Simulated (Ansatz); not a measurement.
# CuO: the cost of one run

Program: Ansatz 0.2.0. Level of theory: DFT r²SCAN+U (U_eff = 2.5 eV on Cu d), plane waves, PAW. These are calculated values, not measurements.

3 further runs of the same task are left out: 3 that didn't finish.

### Step 1. Starting point

It takes space group Cc (No. 9, monoclinic). Conventional cell: a = 4.689 Å, b = 3.427 Å, c = 5.132 Å, α = 90.00°, β = 99.65°, γ = 90.00°. Cu (site symmetry 1) is surrounded by 4 O at 1.91 to 2.02 Å. O (site symmetry 1) is surrounded by 4 Cu at 1.91 to 2.02 Å.

As a file:

```
CELL_PARAMETERS angstrom
2.34465 -1.71340 0.00000
2.34465 1.71340 0.00000
-0.86055 0.00000 5.05944
ATOMIC_POSITIONS crystal
Cu 0.00320 0.49680 0.00000
Cu 0.49680 0.00320 0.50000
O 0.57140 0.40560 0.25370
O 0.40560 0.57140 0.75370
```

### Step 2. Ferromagnetic start, free, symmetry kept, no search

input.yaml reads:

```yaml
crystal:
  lattice:
    - [2.34464976, -1.71339982, 0.0]
    - [2.34464976, 1.71339982, 0.0]
    - [-0.86054991, 0.0, 5.05943948]
  atoms:
    - { symbol: Cu, position: [0.0032, 0.4968, 0.0], spin: 1.0 }
    - { symbol: Cu, position: [0.4968, 0.0032, 0.5], spin: 1.0 }
    - { symbol: O, position: [0.5714, 0.4056, 0.2537] }
    - { symbol: O, position: [0.4056, 0.5714, 0.7537] }
basis:
  ecutwfc: 500
  ecutrho_ratio: 4
kpoints:
  mp_grid: { grid: [7, 7, 4] }
hamiltonian:
  xc: r2scan
  hubbard:
    sites: [{ site: 0, l: d, u_eff: 2.5 }, { site: 1, l: d, u_eff: 2.5 }]
scf:
  occupations: { method: gaussian, width: 0.05 }
  lower_state_search: "off"
  max_iter: 150
output:
  forces: true
  stress: true
  eigenvalues: true
  populations: true
  hubbard: { sites: [{ site: 0, l: d }, { site: 1, l: d }] }
magnetization:
  spin_polarized: true
```

Command:

```sh
$ ansatz run input.yaml --threads 4 --pin off --max-ram 6144MiB --backend cpu --events-out ev --progress --plain --runs-dir out
```

What time and memory should one allow on 4 threads of Intel Xeon Platinum 8259CL at 2.50GHz (Skylake/Cascade Lake), shared host?

About 25 s, with a peak of 0.64 GiB.
